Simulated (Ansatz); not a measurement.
## BeTe: equation of state with PBE0

The system is BeTe.

```xyz
2
Lattice="0.0000 2.7700 2.7700 2.7700 0.0000 2.7700 2.7700 2.7700 0.0000" Properties=species:S:1:pos:R:3 pbc="T T T"
Te    4.1550    4.1550    4.1550
Be    0.0000    0.0000    0.0000
```

```
Program             : Ansatz 0.2.0
Task                : equation of state
Functional          : PBE0
Potentials or basis : Ansatz PAW
Cutoff              : 420 eV
Density cutoff      : 1680 eV
k mesh              : 6 × 6 × 6
Occupations         : fermi-dirac, width 0.05 eV
Spin                : no spin polarisation
```

```yaml
Equilibrium_volume: 22.32 Å³/atom
Bulk_modulus: 61 GPa
Pressure_derivative_of_the_bulk_modulus: 3.9
```

Energy against volume, from the lowest point:
```
volume (Å³/atom)  energy (meV/atom)
          19.979              55.80
          20.404              36.00
          20.829              20.94
          21.254              10.17
          21.679               3.32
          22.104               0.05
          22.529               0.00
```

All runs of the series together: 100 s on 2 threads of AMD EPYC 7R13 Processor (Zen 3) (shared host).

Caveat: the PAW data sets were made with another functional, which shifts forces and pressure a little. Zero-point motion and thermal expansion aren't in these numbers.
